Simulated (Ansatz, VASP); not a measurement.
## C in VASP and in Ansatz

INCAR

```
SYSTEM = C
  PREC = Accurate
  ENCUT = 520
  EDIFF = 1E-7
  ISMEAR = -1
  SIGMA = 0.1
  LREAL = .FALSE.
  LASPH = .TRUE.
  NELM = 100
  ALGO = Normal
  ISIF = 2
  LWAVE = .FALSE.
  LCHARG = .FALSE.
  NBANDS = 8
```

The input KPOINTS:

```
regular mesh
0
G
  20 20 20
  0 0 0
```

Contents of POSCAR:

```
C
1.0
    0.0000000000      1.4878591695      1.4878591695
    1.4878591695      0.0000000000      1.4878591695
    1.4878591695      1.4878591695      0.0000000000
C
1
Direct
    0.0000000000      0.0000000000      0.0000000000
```

Input for Ansatz:

```yaml
crystal:
  lattice:
    - [0.0, 1.4878591695, 1.4878591695]
    - [1.4878591695, 0.0, 1.4878591695]
    - [1.4878591695, 1.4878591695, 0.0]
  atoms:
    - { symbol: C, position: [0.0, 0.0, 0.0] }
hamiltonian:
  xc: lda
  pseudopotentials:
    kind: paw
    azcp:
      C: "pseudopotentials/C.paw.azcp"
basis:
  ecutwfc: 420
  fft_grid_basis: typed
kpoints:
  mp_grid: { grid: [20, 20, 20], shift: [0, 0, 0] }
magnetization:
  spin_polarized: false
scf:
  occupations: { method: fermi_dirac, width: 0.1 }
  lower_state_search: "off"
output:
  stress: true
  write_density: true
  write_potential: true
  elf: true
  volumetric_format: npy
```

Alike in both runs: task single point; functional LDA; k mesh 20 × 20 × 20; occupations fermi-dirac, width 0.1 eV; no spin polarisation.

|  | VASP | Ansatz |
| --- | --- | --- |
| version | VASP 6.6.1 | Ansatz 0.2.0 |
| potentials or method | VASP PAW LDA potentials, release 64 (C) | plane waves (420 eV) with PAW, scalar-relativistic |
| plane-wave cutoff (eV) | 520 | 420 |
| valence electrons in the cell | 4 | 4 |

VASP gave:

| Quantity | Value |
| --- | --- |
| pressure (GPa) | 8.2 |

Problem. What did Ansatz give for the same quantities?

Solution. Pressure (GPa): 7.6.

Ansatz warned: «pseudo_functional_mismatch».
